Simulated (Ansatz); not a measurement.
Crystal: AlO.

```
CELL_PARAMETERS angstrom
2.76919 0.00000 0.00000
0.00000 2.76919 0.00000
0.00000 0.00000 2.76919
ATOMIC_POSITIONS crystal
Al 0.50000 0.50000 0.50000
O 0.00000 0.00000 0.00000
```

The cell was built by a generator and needn't be a form met in nature.

- Program: Ansatz 0.2.0
- Task: relaxation of cell and atoms
- Functional: PBEsol
- Potentials or basis: Ansatz PAW
- Cutoff: 420 eV (not typed: the program's choice for these potentials)
- k mesh: 10 × 10 × 10
- Occupations: fermi-dirac, width 0.05 eV
- Spin: no spin polarisation

At the start: volume 10.62 Å³/atom.

**Question.** Where does the relaxation end?

**Answer.** It ends after 6 steps and the volume is 10.28 Å³/atom (-3.2 %); space group Pm-3m (No. 221, to 0.05 Å).

The path:
```
step  energy change (eV)  largest force (eV/Å)  volume (Å³)
   1              0.0000                0.0000        21.24
   2             -0.0101                0.0000        20.76
   3             -0.0114                0.0000        20.58
   4             -0.0092                0.0000        20.58
   5             -0.0093                0.0000        20.56
   6             -0.0092                0.0000        20.56
```

Final structure:
```
Al O
1.0
     2.73946    0.00000    0.00000
     0.00000    2.73946    0.00000
     0.00000    0.00000    2.73946
Al O
1 1
Direct
  0.50000 0.50000 0.50000
  0.00000 0.00000 0.00000
```

Caveat: the plane-wave basis is chosen anew once the cell has moved, so the energies of steps on either side of that aren't comparable; the pressure holds a Pulay correction of +0.6 GPa for the finite cutoff; an odd number of electrons without spin polarisation forces a metal; a magnetic or distorted state may lie lower; the PAW data sets come from PBE, with cores solved anew for the run's functional, which leaves a small shift of forces and pressure.
